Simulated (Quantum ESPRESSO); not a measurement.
Crystal: InSe.

```xyz
4
Lattice="2.0000 1.1547 8.4400 -2.0000 1.1547 8.4400 0.0000 -2.3094 8.4400" Properties=species:S:1:pos:R:3 pbc="T T T"
In    0.0000    0.0000   22.4994
In    0.0000    0.0000    0.0000
Se    0.0000    0.0000    4.3525
Se    0.0000    0.0000    9.7102
```

Base run:

```yaml
Program: Quantum ESPRESSO 7.5
Functional: PBEsol
Potentials_or_basis: PseudoDojo 0.4.1 SR PBEsol standard
Cutoff: 1170 eV
Density_cutoff: 4680 eV
k_mesh: 8 × 8 × 8
Occupations: fermi-dirac, width 0.05 eV
Spin: no spin polarisation
```

Its results: band gap on the k mesh 0.33 eV, direct; pressure 0.3 GPa; largest force 0.306 eV/Å.

Q: The run is repeated on the same cell with these changes: functional from PBEsol to LDA; potentials or basis from PseudoDojo 0.4.1 SR PBEsol standard to GBRV 1.5 LDA; cutoff from 1170 eV to 762 eV; density cutoff from 4680 eV to 6095 eV; valence electrons from 58 to 38. What comes out?

A: Band gap on the k mesh 0.20 eV, direct; pressure -1.6 GPa; largest force 0.247 eV/Å.

Caveats: spin-orbit coupling is left out, which moves the levels of the heavy elements; the Wannier minimisation didn't converge (some runs).

Not every run made on this cell is shown here.
